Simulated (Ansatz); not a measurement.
**How KF (Fm-3m) stiffens under pressure**

```
K F
1.0
     0.00000    2.65419    2.65419
     2.65419    0.00000    2.65419
     2.65419    2.65419    0.00000
K F
1 1
Cartesian
  0.0000 0.0000 0.0000
  2.6542 2.6542 2.6542
```

This is the zero-pressure cell. At each pressure cell and atoms are relaxed in this structure, and the constants are slopes of the stress at strains of ±0.005 with relaxed ions (the coefficients that govern stability under load). Level: PBEsol, PAW on Ansatz 0.2.0's default frozen-core files (fitted under PBE), scalar-relativistic; k mesh 8×8×8, strains of ±0.005, fixed occupations, cutoff 420 eV. P is the pressure of the relaxed cell, less that of this one.

| P (GPa) | V/V₀ | C11 (GPa) | C12 (GPa) | C44 (GPa) |
| --- | --- | --- | --- | --- |
| 0.00 | 1.0000 | 69.3 | 14.8 | 13.6 |
| 1.03 | 0.9714 | 81.2 | 16.5 | 13.1 |
| 2.02 | 0.9479 | 92.1 | 18.0 | 12.6 |
| 4.03 | 0.9083 | 113.8 | 21.1 | 11.5 |
| 7.04 | ? | ? | ? | ? |
| 10.03 | 0.8275 | 174.6 | 30.0 | 7.7 |
| 15.03 | 0.7819 | 222.3 | 37.1 | 4.2 |

Problem. Does the bulk modulus from the constants agree with the pressure-volume curve?

Solution. A third-order Birch-Murnaghan fit to the volumes shown (F against f, f = [(V₀/V)^(2/3) − 1]/2) gives B₀ = 33.0 GPa and B′ = 5.0. Its −V dP/dV stands beside (C11 + 2C12)/3:

| P (GPa) | from P(V) | from the constants |
| --- | --- | --- |
| 0.00 | 33.0 | 33.0 |
| 1.03 | 38.0 | 38.0 |
| 2.02 | 42.7 | 42.7 |
| 4.03 | 52.0 | 52.0 |
| 10.03 | 78.2 | 78.2 |
| 15.03 | 98.9 | 98.8 |

Problem. What are the pressure derivatives at zero pressure?

Solution. Slopes at V₀ of quadratic fits in −ln(V/V₀) through the first four rows shown, divided by B₀: dC11/dP = 11.6, dC12/dP = 1.6, dC44/dP = -0.5. The mean slopes up to 2.0 GPa are 11.3, 1.6, -0.5; curvature and scatter of the constants part the two. The combination (dC11/dP + 2 dC12/dP)/3 = 4.9 stands against B′.

Problem. Fill the row at 7.04 GPa.

Solution. Cubic fits in −ln(V/V₀) through all rows shown give C11 = 144.9, C12 = 25.6, C44 = 9.7 GPa. Computed: V/V₀ = 0.8627, C11 (GPa) = 144.9, C12 (GPa) = 25.6, C44 (GPa) = 9.7.

Problem. Does a shear stiffness soften?

Solution. C44 goes from 13.6 to 4.2 GPa; (C11 − C12)/2 goes from 27.3 to 92.6 GPa. C44 softens under pressure, though the lattice stays mechanically stable over this range.

Keep in mind: no other phase was computed; many crystals of this kind change structure within this range, and rows or crossings beyond such a change describe a metastable lattice; frozen-core PAW files fitted under PBE, their cores solved anew for the functional of the run; phonons weren't checked at these pressures.
